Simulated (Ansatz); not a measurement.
WS2, 3 atoms in the cell. The cell holds a slab with vacuum, 3 atoms: a = 3.184 Å, b = 3.184 Å, c = 16.951 Å, α = 90.00°, β = 90.00°, γ = 120.00°. 

| Item | Value |
| --- | --- |
| Program | Ansatz 0.2.0 |
| Task | relaxation of cell and atoms |
| Functional | HSE06 |
| Potentials or basis | Ansatz PAW |
| Cutoff | 420 eV (not typed: the program's choice for these potentials) |
| k mesh | 6 × 6 × 2 |
| Occupations | fermi-dirac, width 0.05 eV |
| Spin | no spin polarisation |

Hardware: 1 × NVIDIA H100 80GB HBM3 with 2 threads of AMD EPYC 7R13 Processor (Zen 3), with other jobs on the host.

Q: How long does it take, and how much memory?

A: Wall time 63 s on 1 × NVIDIA H100 80GB HBM3 with 2 threads of AMD EPYC 7R13 Processor (Zen 3) (shared host), peak memory 2.8 GiB. Counts: scf iterations 67, plane waves 2841, k points 14, bands 17, ion steps 4.
